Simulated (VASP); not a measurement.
# Bi (Fm-3m) in VASP: further runs, part 2 of 2

VASP 6.6.1. Earlier steps stand in the parts before.

### 3 Single point, revPBE

This run uses another cell than the first one, of 29.91 Å³/atom, 0.920 times its volume.

INCAR reads:

```
PREC = Accurate
ENCUT = 520
EDIFF = 1E-7
ISMEAR = -1
SIGMA = 0.1
LREAL = F
LASPH = T
NELM = 100
ALGO = Normal
ISIF = 2
LWAVE = F
LCHARG = F
GGA = RE
NBANDS = 14
```

KPOINTS reads:

```
regular mesh
0
Gamma
  18 18 18
```

POSCAR reads:

```
Bi
1.0
    0.0000000000      2.4637555833      2.4637555833
    2.4637555833      0.0000000000      2.4637555833
    2.4637555833      2.4637555833      0.0000000000
Bi
1
Direct
    0.0000000000      0.0000000000      0.0000000000
```

Potentials or basis: VASP PAW PBE potentials, release 64 (Bi_d).

Command:

```
$ cat potpaw_PBE.64/Bi_d/POTCAR > POTCAR
$ mpirun -np 1 vasp_std > vasp.out
```

OUTCAR:

```text
PREC = Accurate
   ENCUT = 520
   EDIFF = 1E-7
   ISMEAR = -1
   LREAL = F
   LASPH = T
   NELM = 100
   ISIF = 2
   GGA = RE

 ion  position               nearest neighbor table
   1  0.000  0.000  0.000-

  LATTYP: Found a face centered cubic cell.
 ALAT       =     4.9275111666

  Lattice vectors:

 A1 = (   0.0000000000,   2.4637555833,   2.4637555833)
 A2 = (   2.4637555833,   0.0000000000,   2.4637555833)
 A3 = (   2.4637555833,   2.4637555833,   0.0000000000)

Analysis of symmetry for initial positions (statically):
=====================================================================
 Subroutine PRICEL returns:
 Original cell was already a primitive cell.

 Routine SETGRP: Setting up the symmetry group for a
 face centered cubic supercell.

 Subroutine GETGRP returns: Found 48 space group operations
 (whereof 48 operations were pure point group operations)
 out of a pool of 48 trial point group operations.

The static configuration has the point symmetry O_h .

Analysis of symmetry for dynamics (positions and initial velocities):
=====================================================================
 Subroutine PRICEL returns:
 Original cell was already a primitive cell.
[... 170 lines left out ...]
      7      13.8204      0.00000
      8      13.8204      0.00000
      9      13.8204      0.00000
     10      17.5934      0.00000
     11      17.8858      0.00000
     12      19.5854      0.00000
     13      19.5854      0.00000
     14      19.5854      0.00000
[... 377 lines left out ...]
      1     -14.5904      2.00000
      2     -14.5704      2.00000
      3     -14.5698      2.00000
      4     -14.5042      2.00000
      5     -14.4835      2.00000
      6      -4.2220      2.00000
      7       7.7767      1.99957
      8      11.9838      0.00000
      9      13.2871      0.00000
     10      16.6489      0.00000
     11      18.5793      0.00000
     12      19.3501      0.00000
     13      20.7956      0.00000
     14      21.0616      0.00000

 [... further k-points ...]

------------------------ aborting loop because EDIFF is reached ----------------------------------------

  FORCE on cell =-STRESS in cart. coord.  units (eV):
  Direction    XX          YY          ZZ          XY          YZ          ZX
  --------------------------------------------------------------------------------------
  -------------------------------------------------------------------------------------
  Total        0.8537886      0.8537886      0.8537886     -0.0000000     -0.0000000      0.0000000
  in kB       45.7338843     45.7338843     45.7338843     -0.0000000     -0.0000000      0.0000000
  external PRESSURE =      45.7338843 kB  Pullay stress =       0.0000000 kB

 VOLUME and BASIS-vectors are now :
 -----------------------------------------------------------------------------
  energy-cutoff  :      520.00
  volume of cell :       29.91
      direct lattice vectors                 reciprocal lattice vectors
     0.000000000  2.463755583  2.463755583    -0.202942209  0.202942209  0.202942209
     2.463755583  0.000000000  2.463755583     0.202942209 -0.202942209  0.202942209
     2.463755583  2.463755583  0.000000000     0.202942209  0.202942209 -0.202942209

 POSITION                                       TOTAL-FORCE (eV/Angst)
 -----------------------------------------------------------------------------------
      0.00000      0.00000      0.00000         0.000000     -0.000000      0.000000
 -----------------------------------------------------------------------------------
    total drift:                               -0.000000     -0.000000     -0.000000

  FREE ENERGIE OF THE ION-ELECTRON SYSTEM (eV)
  ---------------------------------------------------
  free  energy   TOTEN  =        -3.3506183635 eV

  energy  without entropy=       -3.3267480671  energy(sigma->0) =       -3.33868322
```

Run time: 43 s. Hardware: 1 thread of Intel Xeon Platinum 8488C (Sapphire Rapids), shared host; peak memory 0.2 GiB.

Results:

```yaml
Free_energy: -3.3506 eV
Pressure: 4.6 GPa
Band_gap_on_the_k_mesh: none (metal or under the smearing width)
```

Caveat: the PAW data sets were made with another functional, which shifts forces and pressure a little; spin-orbit coupling is left out, which moves the levels of the heavy elements.

### 4 Single point, revPBE

This run uses another cell than the first one, of 35.11 Å³/atom, 1.080 times its volume.

INCAR reads:

```
ALGO = Normal
EDIFF = 1E-6
ENCUT = 520
GGA = RE
ISIF = 2
ISMEAR = -1
LASPH = T
LCHARG = F
LREAL = F
LWAVE = F
NBANDS = 14
NELM = 100
PREC = Accurate
SIGMA = 0.1
```

KPOINTS reads:

```
k-points
0
Gamma
  18 18 18
```

POSCAR reads:

```
Bi
1.0
    0.0000000000      2.5990198565      2.5990198565
    2.5990198565      0.0000000000      2.5990198565
    2.5990198565      2.5990198565      0.0000000000
Bi
1
Direct
    0.0000000000      0.0000000000      0.0000000000
```

Command:

```
$ cat potpaw_PBE.64/Bi_d/POTCAR > POTCAR
$ mpirun -np 1 vasp_std > vasp.out
```

It took 41 s on 1 thread of Intel Xeon Platinum 8488C (Sapphire Rapids), shared host; peak memory 0.21 GiB.

The run converged. Its results:

```yaml
Free_energy: -3.3564 eV
Pressure: -3.2 GPa
Band_gap_on_the_k_mesh: none (metal or under the smearing width)
```

Levels at points of the mesh, in eV from the Fermi level:
| k point | band 3 | band 4 | band 5 | band 6 | band 7 | band 8 | band 9 | band 10 | band 11 | band 12 |
| --- | --- | --- | --- | --- | --- | --- | --- | --- | --- | --- |
| (0.00, 0.00, 0.00) | -23.12 | -23.07 | -23.07 | -12.86 | 4.16 | 4.16 | 4.16 | 7.48 | 9.05 | 10.17 |
| (0.50, 0.00, 0.00) | -23.11 | -23.02 | -23.02 | -10.59 | -4.64 | 2.85 | 2.85 | 6.61 | 8.58 | 9.22 |
| (0.50, 0.50, 0.00) | -23.03 | -23.01 | -23.01 | -9.74 | -3.93 | 0.32 | 0.32 | 3.94 | 5.10 | 16.45 |

Caveat: the PAW data sets were made with another functional, which shifts forces and pressure a little; spin-orbit coupling is left out, which moves the levels of the heavy elements.

### 5 Single point, revPBE

This run uses another cell than the first one, of 33.81 Å³/atom, 1.040 times its volume.

INCAR reads:

```
SYSTEM = Bi
PREC = Accurate ; ENCUT = 520
EDIFF = 1E-6 ; ISMEAR = -1
SIGMA = 0.1 ; LREAL = .FALSE.
LASPH = .TRUE. ; NELM = 80
ALGO = Fast ; ISIF = 2
LWAVE = .FALSE. ; LCHARG = .TRUE.
GGA = RE ; LELF = .TRUE.
LVHAR = .TRUE. ; NBANDS = 14
```

KPOINTS reads:

```
Automatic mesh
0
G
  18 18 18
  0 0 0
```

POSCAR reads:

```
Bi
1.0
    0.0000000000      2.5665287022      2.5665287022
    2.5665287022      0.0000000000      2.5665287022
    2.5665287022      2.5665287022      0.0000000000
Bi
1
Direct
    0.0000000000      0.0000000000      0.0000000000
```

Command:

```
$ cat potpaw_PBE.64/Bi_d/POTCAR > POTCAR
$ mpirun -np 1 vasp_std > vasp.out
```

It took 51 s on 1 thread of Intel Xeon Platinum 8488C (Sapphire Rapids), shared host; peak memory 0.21 GiB.

Results (log left out):

- Free energy: -3.3765 eV
- Pressure: -1.8 GPa
- Band gap on the k mesh: none (metal or under the smearing width)

Levels at points of the mesh, in eV from the Fermi level:
| k point | band 4 | band 5 | band 6 | band 7 | band 8 | band 9 | band 10 | band 11 |
| --- | --- | --- | --- | --- | --- | --- | --- | --- |
| (0.00, 0.00, 0.00) | -23.08 | -23.08 | -13.09 | 4.39 | 4.39 | 4.39 | 7.87 | 9.05 |
| (0.50, 0.00, 0.00) | -23.03 | -23.03 | -10.64 | -4.84 | 3.00 | 3.00 | 6.82 | 8.58 |
| (0.50, 0.50, 0.00) | -23.01 | -23.01 | -9.72 | -4.11 | 0.33 | 0.33 | 3.95 | 5.13 |

Caveat: the PAW data sets were made with another functional, which shifts forces and pressure a little; spin-orbit coupling is left out, which moves the levels of the heavy elements.

### 6 Overview

| cell | gap on the mesh (eV) | pressure (GPa) |
| --- | --- | --- |
| Fm-3m, 32.51 Å³/atom | none | -0.2 |
| Fm-3m, 29.91 Å³/atom | none | 4.6 |
| Fm-3m, 35.11 Å³/atom | none | -3.2 |
| Fm-3m, 33.81 Å³/atom | none | -1.8 |

Alike in all rows: task single point; level revPBE; potentials or basis VASP PAW PBE potentials, release 64 (Bi_d); no spin polarisation; k mesh 18 × 18 × 18; cutoff (eV) 520; smearing fermi-dirac 0.1 eV.

Every run on the cell as given and a fine mesh finds a metal.

Caveats: the PAW data sets were made with another functional, which shifts forces and pressure a little; spin-orbit coupling is left out, which moves the levels of the heavy elements.

Absolute energies hang on the potentials; compare differences alone.
